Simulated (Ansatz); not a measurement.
## PtS2 in Ansatz: the effect of functional

PtS2:

```
Pt S
1.0
     3.61269    0.00000    0.00000
    -1.80635    3.12868    0.00000
     0.00000    0.00000    5.13763
Pt S
1 2
Direct
  0.00000 0.00000 0.00000
  0.66667 0.33333 0.77300
  0.33333 0.66667 0.22700
```

The cell isn't the ideal one: volume scaled by 1.06.

Alike in all runs:

| Item | Value |
| --- | --- |
| Program | Ansatz 0.2.0 |
| Task | single point |
| Potentials or basis | Ansatz PAW |
| k mesh | 9 × 9 × 5 |
| Occupations | fermi-dirac, width 0.05 eV |
| Spin | no spin polarisation |

| functional | cutoff | gap on the mesh (eV) | pressure (GPa) | largest force (eV/Å) |
| --- | --- | --- | --- | --- |
| PBEsol | 420 eV (not typed: the program's choice for these potentials) | 0.89 | -2.2 | 0.13 |
| r2SCAN | 500 eV (not typed: the program's choice for these potentials) | 1.11 | 0.2 | 0.38 |
| LDA | 420 eV (not typed: the program's choice for these potentials) | ? | ? | ? |
| PBE | 420 eV (not typed: the program's choice for these potentials) | 0.95 | 2.5 | 0.43 |

Q: What does the run with functional LDA give?

A: gap on the mesh 0.84 eV; pressure -4.8 GPa; largest force 0.01 eV/Å.

Caveats: odd divisions of the mesh miss points on the zone boundary, where band edges often lie, so the gap on the mesh can be too wide; spin-orbit coupling is left out, which moves the levels of the heavy elements; the PAW data sets come from PBE, with cores solved anew for the run's functional, which leaves a small shift of forces and pressure (some runs).

A k mesh can miss the band edges.
